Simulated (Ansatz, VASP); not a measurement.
# CdS: VASP beside Ansatz

Contents of POSCAR:

```
CdS
1.0
    0.0000000000      2.9429534600      2.9429534600
    2.9429534600      0.0000000000      2.9429534600
    2.9429534600      2.9429534600      0.0000000000
Cd S
1 1
Direct
    0.0000000000      0.0000000000      0.0000000000
    0.7500000000      0.7500000000      0.7500000000
```

Contents of INCAR.step1:

```
SYSTEM = CdS
PREC = Accurate
ENCUT = 520
ISMEAR = 0
SIGMA = 0.1
LREAL = .False.
LASPH = .True.
NELM = 60
NBANDS = 16
GGA = PE
ALGO = Normal
EDIFF = 1E-4
LWAVE = .True.
LCHARG = .False.
```

Contents of INCAR.step2:

```
SYSTEM = CdS
PREC = Accurate
ENCUT = 520
EDIFF = 1E-6
ISMEAR = 0
SIGMA = 0.1
LREAL = .False.
LASPH = .True.
NELM = 60
ALGO = Normal
ISIF = 2
LWAVE = .False.
LCHARG = .False.
METAGGA = R2SCAN
LMIXTAU = .True.
NBANDS = 16
ISTART = 1
```

KPOINTS

```
Automatic mesh
0
Gamma
  6 6 6
  0 0 0
```

Input for Ansatz:

```yaml
crystal:
  lattice:
    - [0.0, 2.94295346, 2.94295346]
    - [2.94295346, 0.0, 2.94295346]
    - [2.94295346, 2.94295346, 0.0]
  atoms:
    - { symbol: Cd, position: [0.0, 0.0, 0.0] }
    - { symbol: S, position: [0.75, 0.75, 0.75] }
basis:
  ecutwfc: 500
kpoints:
  mp_grid: { grid: [6, 6, 6] }
hamiltonian:
  xc: r2scan
  pseudopotentials: { kind: paw, azcp: { folder: soft_1 } }
scf:
  occupations: { method: gaussian, width: 0.1 }
output:
  forces: true
  stress: true
  eigenvalues: true
```

The cell is a database's computed one.

Alike in both runs: task single point; functional r2SCAN; k mesh 6 × 6 × 6; occupations gaussian, width 0.1 eV; no spin polarisation.

|  | VASP | Ansatz |
| --- | --- | --- |
| version | VASP 6.6.1 | Ansatz 0.2.0 |
| potentials or method | VASP PAW PBE potentials, release 64 (Cd, S) | scalar-relativistic, plane waves, PAW |
| plane-wave cutoff (eV) | 520 | 500 |
| valence electrons in the cell | 18 | 26 |

```tsv
	VASP	Ansatz	Ansatz less VASP
gap on the k mesh at the Fermi level (eV)	1.53	1.53	+0.001
least direct gap on the mesh (eV)	1.53	1.53	+0.001
pressure (GPa)	0.1	-0.2	-0.27
```

The two sets of potentials don't hold the same shells in valence.

Caveats: the PAW data sets were made with another functional, which shifts forces and pressure a little (VASP). r2SCAN opens gaps a little over a GGA but as a rule still falls short of measured ones.
